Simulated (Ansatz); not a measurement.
# CaO (rocksalt structure)

Method: PBE, scalar-relativistic; no spin polarisation; PAW, 420 eV, Γ-centred 6×6×6 mesh, 0.05 eV Gaussian smearing; code Ansatz. The datasets are Ansatz's generated set soft_2.

```cif
data_structure
_symmetry_space_group_name_H-M 'P 1'
_symmetry_Int_Tables_number 1
_cell_length_a 6.8318
_cell_length_b 6.8318
_cell_length_c 3.4159
_cell_angle_alpha 60.000
_cell_angle_beta 60.000
_cell_angle_gamma 60.000
_cell_volume 112.74
loop_
_atom_site_label
_atom_site_type_symbol
_atom_site_fract_x
_atom_site_fract_y
_atom_site_fract_z
_atom_site_occupancy
Ca1 Ca 0.25000 0.25000 0.50000 1
O1 O 0.00000 0.00000 0.00000 1
Ca2 Ca 0.25000 0.75000 0.50000 1
O2 O 0.00000 0.50000 0.00000 1
Ca3 Ca 0.75000 0.25000 0.50000 1
O3 O 0.50000 0.00000 0.00000 1
Ca4 Ca 0.75000 0.75000 0.50000 1
O4 O 0.50000 0.50000 0.00000 1
```

The compound is reported in the structure type of the start.

The cell above (space group Fm-3m at a tolerance of 0.05 Å) comes from a relaxation within its symmetry on a finer mesh. All atoms were then moved at random (spread 0.15 Å) and the cell was relaxed without symmetry.

Task: Does the structure survive?

Result: It returns: the energy ends within 0.1 meV/atom of the undisturbed cell and space group Fm-3m is found again (tolerance 0.05 Å). The test covers only distortions that fit this cell.

| step (a selection, trial steps included) | E − E(end) (meV/atom) |
| --- | --- |
| 1 | 340.8 |
| 2 | 76.6 |
| 3 | 12.0 |
| 4 | 0.0 |
| 5 | 0.0 |

